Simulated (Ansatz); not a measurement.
Relaxed bulk HfO$_{2}$, space group Fm-3m (No. 225):

```
Hf O
1.0
     0.00000    2.52916    2.52916
     2.52916    0.00000    2.52916
     2.52916    2.52916    0.00000
Hf O
1 2
Direct
  0.00000 0.00000 0.00000
  0.25000 0.25000 0.25000
  0.75000 0.75000 0.75000
```

Level of theory: DFT r2SCAN, scalar-relativistic, plane waves, PAW (Ansatz 0.2.0). Cutoff 500 eV, k spacing 0.19 to 0.25 Å⁻¹, dipole correction; no spin polarisation.

Slabs with different planes and terminations (top/bottom plane) are cut from it in 1×1 cells and relaxed. Each holds whole formula units counted by Hf and an excess Δn of O (negative: a deficit); ΔE is its energy over those formula units in the bulk and the excess in the standard state of O. The formation energy of HfO$_{2}$ is -11.163 eV a formula unit (uncorrected), so Δμ(O) runs from -5.582 eV to 0 if no other compound intervenes.

| slab | A (Å²) | Δn(O) | ΔE (eV) |
| --- | --- | --- | --- |
| (111) O/O, Hf4O8 | 11.08 | 0 | 1.515 |
| (110) HfO2/HfO2, Hf7O14 | 18.09 | 0 | 3.704 |
| (100) Hf/Hf, Hf5O8 | 12.79 | -2.00 | 15.647 |

Q: Work out each slab's surface energy at the O-rich and O-poor ends.

A: γ = [ΔE − Δn·Δμ(O)]/(2A) × 16.02 J/m² per eV/Å², the mean of both faces:

```csv
slab,O-rich (J/m²),O-poor (J/m²)
"(111) O/O, Hf4O8",1.10,1.10
"(110) HfO2/HfO2, Hf7O14",1.64,1.64
"(100) Hf/Hf, Hf5O8",9.80,2.81
```

Q: Does the lowest surface change with the conditions?

A: No: among these slabs (111) O/O, Hf4O8 is lowest at both ends, and since each γ is a straight line in Δμ, throughout the range.

Only the planes named were cut, so another facet can lie lower still. Reconstructions in larger cells weren't sought.

The reference crystal is the fluorite-type form of HfO2, which isn't its usual structure.